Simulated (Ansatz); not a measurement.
# One input on several machines: RPA on PBE, norm-conserving, RbBr (Fm-3m)

All times were clocked for whole runs of Ansatz 0.2.0, start-up included, one run at a time with no other job on the machine: an Arm Neoverse N1 node (56 of its 64 cores, memory capped at 64 GiB); a node with four NVIDIA GB300 Max-Q cards and 144 Grace (Neoverse V2) cores; a node with four NVIDIA GB200 cards and 144 Grace (Neoverse V2) cores; a node with eight NVIDIA H100 80GB cards and 96 AMD EPYC 7R13 cores; an Intel Xeon 6975P-C node (Granite Rapids, 96 cores, 192 hardware threads, 360 GiB). Times and memory are rounded to two significant figures, and ratios are formed from the unrounded values. A row is a single run, so small differences between rows aren't established. System services beside the runs took up to 6 cores (rounded up). Runs with a thread on every core shared the cores with them. Precision is the program's default, which can work at lower precision in parts of a run. Card memory is the largest of readings taken every 0.4 s, so short peaks can be missed, and it isn't given for runs under about 3 s. It shows what a run took, which needn't be the least that it can run in: the program holds more work at once where threads and free memory allow.

Commands are shown without the flags for output files and display.

| Quantity | Value |
| --- | --- |
| atoms | 2 |
| valence electrons | 16 |
| cell volume | 82.55 Å³ |
| cutoff (chosen by the program) | 630 eV |
| k mesh | 3×3×3 |
| k points solved | 4 |
| symmetry operations used (translations within a supercell counted) | 48 |
| plane waves at Γ | 2975 |
| dense FFT grid | 45×45×45 |
| bands at the start | 12 |
| spin | none |
| first density | superposed atoms |

Input used:

```yaml
crystal:
  lattice:
    - [0.000000, 3.455950, 3.455950]
    - [3.455950, 0.000000, 3.455950]
    - [3.455950, 3.455950, 0.000000]
  atoms:
    - { symbol: Rb, position: [0.000000, 0.000000, 0.000000] }
    - { symbol: Br, position: [0.500000, 0.500000, 0.500000] }
kpoints:
  mp_grid: { grid: [3, 3, 3] }
hamiltonian:
  xc: pbe
  pseudopotentials: { kind: nc }
scf:
  occupations: { method: fixed }
output: { rpa_energy: { ecut_chi_ladder: [80, 90, 100], long_wavelength: optical_limit } }
```

```csv
machine share,command,wall time,SCF clock,outside it,CPU time,SCF iterations,threads,host memory (GiB),fullest card (GiB)
1 × GB200,ansatz run input.yaml --backend cuda --devices 1,2.1 s,1.2 s,0.94 s,26 s,7,72,1.8,
1 × GB300,ansatz run input.yaml --backend cuda --devices 1,2.8 s,1.8 s,0.98 s,28 s,7,72,2.0,
1 × H100 (the program's choice),ansatz run input.yaml --backend cuda,3.6 s,1.9 s,1.7 s,32 s,7,48,1.5,5.9
"144 threads, Grace of the GB200 node",ansatz run input.yaml --backend cpu,6.7 s,6.4 s,0.30 s,7.7 min,7,144,2.3,
"144 threads, Grace of the GB300 node",ansatz run input.yaml --backend cpu,7.1 s,6.7 s,0.35 s,8.3 min,7,144,2.3,
"56 threads, Neoverse N1",taskset -c 8-63 ansatz run input.yaml --backend cpu --max-ram 64GiB,11 s,11 s,0.25 s,3.2 min,7,56,2.1,
```

The SCF clock is the program's own. It runs from the start of the first SCF loop to the final result and holds forces, stress, later SCFs and response steps. Outside it lie start-up, exit and the set-up ahead of the first loop, which depends on the cell and the method.

SCF iterations are those that the program logged, summed over all steps and exchange cycles of a run; an SCF made in search of a lower state can go uncounted; response, GW and RPA loops aren't counted. The k points are those of the first SCF; band paths, strained cells and response steps solve further ones. The cost of G0W0 and RPA follows the typed screening cutoff, the k mesh and, for G0W0, the empty bands and states asked. These weren't tested for convergence, so a converged result can cost much more.

The machines don't compute alike at the default precision: the logs show emulated matrix products on GB200 and GB300, and some doubles held as pairs of floats on GB300.

The runs on cards also kept host threads busy (see the CPU time), so differences between cards can come from their hosts too.

Among these rows the slowest by wall time (56 threads, Neoverse N1) takes 5.2 times as long as the fastest (1 × GB200). Up to 47 % of a wall time lies outside the SCF clock (1 × H100 (the program's choice)), so the wall times show the speed at the clocked work only in part. On the SCF clock alone the slowest (56 threads, Neoverse N1) takes 9.1 times as long as the fastest (1 × GB200). The fastest takes under 2 s, so this ratio is rough.

Problem. How long does the same input take on 96 threads, Xeon 6975P-C (ansatz run input.yaml --backend cpu)?

Solution. 2.6 s, in 7 SCF iterations, 0.39 times the time on 144 threads, Grace of the GB200 node; peak host memory 2.3 GiB.
